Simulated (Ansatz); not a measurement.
# SnTe: the cost of one run

The runs shown are made with Ansatz 0.2.0. PAW datasets, plane waves. No spin polarisation and no zero-point or thermal motion.

## (1) The cell

The cell was relaxed beforehand with r2SCAN.

The symmetry is Fm-3m (No. 225, cubic); a = 6.379 Å in the conventional setting, 32.44 Å³ an atom. Sn has 6 Te at 3.19 Å; Te has 6 Sn at 3.19 Å.

As a file:

```
Sn Te
1.0
     0.00000    3.18933    3.18933
     3.18933    0.00000    3.18933
     3.18933    3.18933    0.00000
Sn Te
1 1
Cartesian
  0.0000 0.0000 0.0000
  3.1893 3.1893 3.1893
```

## (2) PBE bands along the symmetry lines

input.yaml reads:

```yaml
crystal:
  lattice:
    - [0.0, 3.1893301349, 3.1893301349]
    - [3.1893301349, 0.0, 3.1893301349]
    - [3.1893301349, 3.1893301349, 0.0]
  atoms:
    - { symbol: Sn, position: [0.0, 0.0, 0.0] }
    - { symbol: Te, position: [0.5, 0.5, 0.5] }
kpoints:
  mp_grid: { grid: [8, 8, 8] }
  band_path:
    path:
      - [[0.0, 0.0, 0.0], [0.5, 1.198223094815e-35, 0.5], [0.625, 0.25, 0.625]]
      - [[0.375, 0.375, 0.75], [0.0, 0.0, 0.0], [0.5, 0.5, 0.5], [0.5, 0.25, 0.75], [0.5, 1.198223094815e-35, 0.5]]
    npoints: 10
hamiltonian:
  xc: pbe
scf:
  occupations: { method: fermi_dirac, width: 0.02 }
  n_extra_bands: 4
output:
  forces: true
  stress: true
  eigenvalues: true
```

The run is started by

```sh
ansatz run input.yaml --threads 2 --pin off --max-ram 2211MiB --backend cpu --events-out ev --progress --plain --runs-dir out
```

What time and memory should one allow on 2 threads of Arm Neoverse N1, shared host?

About 4 s, with a peak of 0.35 GiB.
